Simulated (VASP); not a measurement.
# Fe (Im-3m) in VASP: notebook, part 3 of 3

VASP 6.6.1. Earlier steps stand in the parts before.

## Step 5: Single point, PBE+U, collinear spin, program default start (volume scaled by 1.04)

The input, run.py:

```python
from ase.calculators.vasp import Vasp
from ase.dft.bandgap import bandgap
from ase.io import read

atoms = read('Fe.cif', primitive_cell=True, subtrans_included=False)
calc = Vasp(
    directory='calc',
    xc='pbe',
    pp='PBE',
    setups='recommended',
    prec='Accurate',
    encut=520,
    ediff=1e-07,
    ismear=0,
    sigma=0.05,
    lreal=False,
    lasph=True,
    nelm=150,
    algo='Fast',
    isif=2,
    lwave=False,
    lcharg=False,
    ispin=2,
    lorbit=11,
    lmaxmix=4,
    ldautype=2,
    ldauprint=1,
    ldau_luj={'Fe': {'L': 2, 'U': 6.2, 'J': 0}},
    kpts=[13, 13, 13],
    gamma=True,
)
atoms.calc = calc

print('energy (eV):', atoms.get_potential_energy())
print('free energy (eV):', atoms.get_potential_energy(force_consistent=True))
print('forces (eV/A):')
print(atoms.get_forces())
print('stress (eV/A^3, Voigt):', atoms.get_stress())
print('Fermi level (eV):', calc.get_fermi_level())
print('moment (muB):', atoms.get_magnetic_moment())
print('site moments (muB):', atoms.get_magnetic_moments())
gap, top, bottom = bandgap(calc)
print('band gap (eV):', gap, 'from (spin, k, band)', top, 'to', bottom)
```

The input, Fe.cif:

```cif
data_Fe
_cell_length_a 2.92397804
_cell_length_b 2.92397804
_cell_length_c 2.92397804
_cell_angle_alpha 90.00000000
_cell_angle_beta 90.00000000
_cell_angle_gamma 90.00000000
_space_group_name_H-M_alt 'Im-3m'
_space_group_name_Hall '-I 4 2 3'
_space_group_IT_number 229
loop_
_space_group_symop_operation_xyz
'x,y,z'
'-x,-y,-z'
'-y,x,z'
'y,-x,-z'
'-x,-y,z'
'x,y,-z'
'y,-x,z'
'-y,x,-z'
'x,-y,-z'
'-x,y,z'
'-y,-x,-z'
'y,x,z'
'-x,y,-z'
'x,-y,z'
'y,x,-z'
'-y,-x,z'
'z,x,y'
'-z,-x,-y'
'z,-y,x'
'-z,y,-x'
'z,-x,-y'
'-z,x,y'
'z,y,-x'
'-z,-y,x'
'-z,x,-y'
'z,-x,y'
'-z,-y,-x'
'z,y,x'
'-z,-x,y'
'z,x,-y'
'-z,y,x'
'z,-y,-x'
'y,z,x'
'-y,-z,-x'
'x,z,-y'
'-x,-z,y'
'-y,z,-x'
'y,-z,x'
'-x,z,y'
'x,-z,-y'
'-y,-z,x'
'y,z,-x'
'-x,-z,-y'
'x,z,y'
'y,-z,-x'
'-y,z,x'
'x,-z,y'
'-x,z,-y'
'x+1/2,y+1/2,z+1/2'
'-x+1/2,-y+1/2,-z+1/2'
'-y+1/2,x+1/2,z+1/2'
'y+1/2,-x+1/2,-z+1/2'
'-x+1/2,-y+1/2,z+1/2'
'x+1/2,y+1/2,-z+1/2'
'y+1/2,-x+1/2,z+1/2'
'-y+1/2,x+1/2,-z+1/2'
'x+1/2,-y+1/2,-z+1/2'
'-x+1/2,y+1/2,z+1/2'
'-y+1/2,-x+1/2,-z+1/2'
'y+1/2,x+1/2,z+1/2'
'-x+1/2,y+1/2,-z+1/2'
'x+1/2,-y+1/2,z+1/2'
'y+1/2,x+1/2,-z+1/2'
'-y+1/2,-x+1/2,z+1/2'
'z+1/2,x+1/2,y+1/2'
'-z+1/2,-x+1/2,-y+1/2'
'z+1/2,-y+1/2,x+1/2'
'-z+1/2,y+1/2,-x+1/2'
'z+1/2,-x+1/2,-y+1/2'
'-z+1/2,x+1/2,y+1/2'
'z+1/2,y+1/2,-x+1/2'
'-z+1/2,-y+1/2,x+1/2'
'-z+1/2,x+1/2,-y+1/2'
'z+1/2,-x+1/2,y+1/2'
'-z+1/2,-y+1/2,-x+1/2'
'z+1/2,y+1/2,x+1/2'
'-z+1/2,-x+1/2,y+1/2'
'z+1/2,x+1/2,-y+1/2'
'-z+1/2,y+1/2,x+1/2'
'z+1/2,-y+1/2,-x+1/2'
'y+1/2,z+1/2,x+1/2'
'-y+1/2,-z+1/2,-x+1/2'
'x+1/2,z+1/2,-y+1/2'
'-x+1/2,-z+1/2,y+1/2'
'-y+1/2,z+1/2,-x+1/2'
'y+1/2,-z+1/2,x+1/2'
'-x+1/2,z+1/2,y+1/2'
'x+1/2,-z+1/2,-y+1/2'
'-y+1/2,-z+1/2,x+1/2'
'y+1/2,z+1/2,-x+1/2'
'-x+1/2,-z+1/2,-y+1/2'
'x+1/2,z+1/2,y+1/2'
'y+1/2,-z+1/2,-x+1/2'
'-y+1/2,z+1/2,x+1/2'
'x+1/2,-z+1/2,y+1/2'
'-x+1/2,z+1/2,-y+1/2'
loop_
_atom_site_label
_atom_site_type_symbol
_atom_site_symmetry_multiplicity
_atom_site_Wyckoff_symbol
_atom_site_fract_x
_atom_site_fract_y
_atom_site_fract_z
_atom_site_occupancy
Fe1 Fe 2 a 0.0000000000 0.0000000000 0.0000000000 1
```

Launch:

```bash
$ python run.py
```

It took 26 s on 1 thread of Intel Xeon Platinum 8488C (Sapphire Rapids), shared host; peak memory 0.14 GiB.

The run converged. Its results:

```yaml
Free_energy: -3.8581 eV
Pressure: 10.1 GPa
Band_gap_on_the_k_mesh: none (metal or under the smearing width)
Net_moment: 3.02 μB per cell
Site_moments: Fe +3.19 μB
Valence_electrons_inside_the_program's_atomic_spheres: Fe 7.13
```

Levels at points of the mesh, in eV from the Fermi level:
Spin up:
```csv
k point,band 3,band 4,band 5,band 6,band 7,band 8,band 9
"(0.00, 0.00, 0.00)",-5.96,-5.96,-4.93,-4.93,23.65,23.65,23.65
```
Spin down:
```
           k point  band 1  band 2  band 3  band 4  band 5  band 6
(0.00, 0.00, 0.00)   -8.47    0.48    0.48    0.48    3.49    3.49
```

Eigenvalues of the final occupation matrices:
| site | spin | trace | eigenvalues |
| --- | --- | --- | --- |
| site 1 d | 1 | 4.76 | 0.95 0.95 0.95 0.96 0.96 |
| site 1 d | 2 | 1.41 | 0.16 0.16 0.36 0.36 0.36 |

Caveat: the U is typed as a test and isn't derived for this compound. The state reached can hang on the start; a lower one may exist.

## Step 6: Band structure, PBE, collinear spin, ferromagnetic start

The input, POSCAR:

```
Fe
1.0
   -1.4430000000      1.4430000000      1.4430000000
    1.4430000000     -1.4430000000      1.4430000000
    1.4430000000      1.4430000000     -1.4430000000
Fe
1
Direct
    0.0000000000      0.0000000000      0.0000000000
```

The input, INCAR.step1:

```
SYSTEM = Fe
  PREC = Accurate
  ENCUT = 520
  EDIFF = 1E-6
  ISMEAR = -1
  SIGMA = 0.05
  LREAL = .FALSE.
  LASPH = .TRUE.
  NELM = 120
  ALGO = Normal
  ISIF = 2
  LWAVE = .FALSE.
  LCHARG = .TRUE.
  ISPIN = 2
  MAGMOM = 3
  LORBIT = 11
  LMAXMIX = 4
  GGA = PE
```

The input, KPOINTS.step1:

```
Automatic mesh
0
G
  13 13 13
  0 0 0
```

The input, INCAR.step2:

```
SYSTEM = Fe
  PREC = Accurate
  ENCUT = 520
  EDIFF = 1E-6
  ISMEAR = 0
  SIGMA = 0.05
  LREAL = .FALSE.
  LASPH = .TRUE.
  NELM = 120
  ALGO = Normal
  ISIF = 2
  LWAVE = .FALSE.
  LCHARG = .FALSE.
  ISPIN = 2
  MAGMOM = 3
  LORBIT = 11
  LMAXMIX = 4
  GGA = PE
  ICHARG = 11
```

The input, KPOINTS.step2:

```
path GHNGPH,PN
10
line-mode
reciprocal
 0.0000000000  0.0000000000  0.0000000000  G
 0.5000000000 -0.5000000000  0.5000000000  H

 0.5000000000 -0.5000000000  0.5000000000  H
 0.0000000000  0.0000000000  0.5000000000  N

 0.0000000000  0.0000000000  0.5000000000  N
 0.0000000000  0.0000000000  0.0000000000  G

 0.0000000000  0.0000000000  0.0000000000  G
 0.2500000000  0.2500000000  0.2500000000  P

 0.2500000000  0.2500000000  0.2500000000  P
 0.5000000000 -0.5000000000  0.5000000000  H

 0.2500000000  0.2500000000  0.2500000000  P
 0.0000000000  0.0000000000  0.5000000000  N
```

Potentials or basis: VASP PAW PBE potentials, release 64 (Fe).

Launch:

```bash
$ cat potpaw_PBE.64/Fe/POTCAR > POTCAR
$ cp INCAR.step1 INCAR
$ cp KPOINTS.step1 KPOINTS
$ mpirun -np 1 vasp_std > vasp.out
$ cp INCAR.step2 INCAR
$ cp KPOINTS.step2 KPOINTS
$ mpirun -np 1 vasp_std > vasp.out
```

Wall time 24 s (1 thread of Intel Xeon 6975P-C (Granite Rapids), shared host); peak memory 0.14 GiB.

Results (log left out):

```yaml
Band_gap_along_the_path: none (metal or under the smearing width)
Net_moment: 2.28 μB per cell
```

Levels at the corners of the path, in eV from the Fermi level:
Spin up:
```csv
point,band 1,band 2,band 3,band 4,band 5,band 6,band 7,band 8,band 9,band 10
Γ,-8.07,-2.19,-2.19,-2.19,-1.07,-1.07,24.51,24.51,24.51,29.24
H,-4.50,-4.50,0.03,0.03,0.03,9.58,9.58,9.58,15.11,15.11
H,-4.50,-4.50,0.03,0.03,0.03,9.58,9.58,9.58,15.11,15.11
N,-4.60,-3.17,-1.02,-0.91,0.28,0.58,6.89,17.93,19.38,22.70
N,-4.60,-3.17,-1.02,-0.91,0.28,0.58,6.89,17.93,19.38,22.70
Γ,-8.07,-2.19,-2.19,-2.19,-1.07,-1.07,24.51,24.51,24.51,29.24
Γ,-8.07,-2.19,-2.19,-2.19,-1.07,-1.07,24.51,24.51,24.51,29.24
P,-3.03,-3.03,-3.03,-0.88,-0.88,8.28,8.28,8.28,10.20,38.14
P,-3.03,-3.03,-3.03,-0.88,-0.88,8.28,8.28,8.28,10.20,37.99
H,-4.50,-4.50,0.03,0.03,0.03,9.58,9.58,9.58,15.11,15.11
P,-3.03,-3.03,-3.03,-0.88,-0.88,8.28,8.28,8.28,10.20,38.06
N,-4.60,-3.17,-1.02,-0.91,0.28,0.58,6.89,17.93,19.38,22.70
```
Spin down:
```tsv
point	band 1	band 2	band 3	band 4	band 5	band 6
Γ	-7.92	-0.17	-0.17	-0.17	1.75	1.75
H	-2.62	-2.62	2.33	2.33	2.33	9.84
H	-2.62	-2.62	2.33	2.33	2.33	9.84
N	-3.28	-1.36	0.65	1.61	1.98	2.61
N	-3.28	-1.36	0.65	1.61	1.98	2.61
Γ	-7.92	-0.17	-0.17	-0.17	1.75	1.75
Γ	-7.92	-0.17	-0.17	-0.17	1.75	1.75
P	-1.56	-1.56	-1.56	2.03	2.03	9.18
P	-1.56	-1.56	-1.56	2.03	2.03	9.18
H	-2.62	-2.62	2.33	2.33	2.33	9.84
P	-1.56	-1.56	-1.56	2.03	2.03	9.18
N	-3.28	-1.36	0.65	1.61	1.98	2.61
```

Caveat: the log is that of the step along the path at fixed density, whose energy, stress, charges and moments have no meaning.

## Step 7: The runs side by side

```csv
task,level,spin,U,cell,k mesh,cutoff (eV),smearing,LDAUTYPE,hund's J,k mesh for the DOS,supercell matrix,other keys,gap on the mesh (eV),pressure (GPa),moment (μB)
density of states,PBE+dDsC+U,"collinear, ferromagnetic start","Fe d U = 6 eV, J = 1.0 eV",volume scaled by 0.8,13 × 13 × 13,520,gaussian 0.05 eV,2,1,20 × 20 × 20,-,-,-,-,2.65
band structure,PBEsol+rVV10+U,"collinear, ferromagnetic start",Fe d U = 3.5 eV,as given,13 × 13 × 13,520,gaussian 0.01 eV,-,-,-,-,-,-,0.5,2.91
density of states,r2SCAN+D3(BJ)+U,"collinear, ferrimagnetic start",Fe d U = 8 eV,as given,9 × 9 × 9,500,tetrahedron,-,-,-,"[0, 1, 1, 1, 0, 1, 1, 1, 0]",AMIX = 0.6,none,28.2,0.21
single point,PBE+U,"collinear, program default start",Fe d U = 6.2 eV,volume scaled by 1.04,13 × 13 × 13,520,gaussian 0.05 eV,-,-,-,-,-,none,10.1,3.02
band structure,PBE,"collinear, ferromagnetic start",-,as given,13 × 13 × 13,520,fermi-dirac 0.05 eV,-,-,-,-,-,-,-,2.28
```

Alike in all rows: potentials or basis VASP PAW PBE potentials, release 64 (Fe).

Caveats: the U is typed as a test and isn't derived for this compound (some runs); pairwise dispersion overbinds metals, which lowers pressure and volume (some runs); the PAW data sets were made with another functional, which shifts forces and pressure a little (some runs); a pressure of tens of GPa on the cell as given is suspect, and the run, the potentials or the cell itself is likely at fault (some runs).

Absolute energies hang on the potentials; compare differences alone.
